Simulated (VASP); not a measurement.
Runs of VASP 6.6.1 on Br. It takes space group Im-3m (No. 229, cubic). The conventional cell has a = 3.406 Å, b = 3.406 Å, c = 3.406 Å, α = 90.00°, β = 90.00°, γ = 90.00°. Around Br (site symmetry m-3m) lie 8 Br at 2.95 Å. The cell was built by a generator and needn't be a form met in nature.

```tsv
task	cell	cutoff (eV)	target pressure	gap on the mesh (eV)	pressure (GPa)
single point	Im-3m, 19.75 Å³/atom	520	-	none	(a)
relaxation of cell and atoms	relaxed to 20 GPa	600	20 GPa	none	19.8
relaxation of cell and atoms	relaxed to 5 GPa	600	5 GPa	none	5.1
single point	Im-3m, 23.73 Å³/atom	520	-	none	5.0
```

Alike in all rows: level PBE; potentials or basis VASP PAW PBE potentials, release 64 (Br); no spin polarisation; k mesh 8 × 8 × 8; smearing fermi-dirac 0.05 eV.

**Question.** Estimate the missing entries.

**Answer.** (a) 20.0.

Caveats: an odd number of electrons without spin polarisation forces a metal; a magnetic or distorted state may lie lower; the cell is relaxed towards a set pressure, so the enthalpy falls and the energy may rise (some runs); so large a pressure means that the cell lies far from this level's equilibrium, or that cutoff or potentials fall short (some runs); the volume moved by over 15 % at a fixed basis, so the end points are rough (some runs).

A k mesh can miss the band edges, and the runs leave out spin-orbit coupling on Br.

A gap of «none» marks a metal or a gap under the smearing width.
